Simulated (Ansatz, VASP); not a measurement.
Two plane-wave programs on SnO2

```
CELL_PARAMETERS angstrom
1.61709 0.93363 4.80059
-1.61709 0.93363 4.80059
0.00000 -1.86726 4.80059
ATOMIC_POSITIONS crystal
Sn 0.50000 0.50000 0.50000
O 0.23717 0.23717 0.23717
O 0.76283 0.76283 0.76283
```

Measurements of this composition are mostly on another form, of space group No. 136.

Alike in both runs: task single point; functional PBE; k mesh 6 × 6 × 6; no spin polarisation.

|  | VASP | Ansatz |
| --- | --- | --- |
| version | VASP 6.6.1 | Ansatz 0.2.0 |
| potentials or method | VASP PAW PBE potentials, release 64 (Sn_d, O) | plane waves, PAW |
| plane-wave cutoff (eV) | 520 | 420 |
| occupations | gaussian, width 0.01 eV | fixed |
| valence electrons in the cell | 26 | 26 |

```tsv
	VASP	Ansatz	Ansatz less VASP
gap on the k mesh at the Fermi level (eV)	1.91	1.94	+0.023
```

Caveats: spin-orbit coupling is left out, which moves the levels of the heavy elements. A k mesh can miss the band edges. PBE gaps usually lie below the measured ones, often by a third to a half.
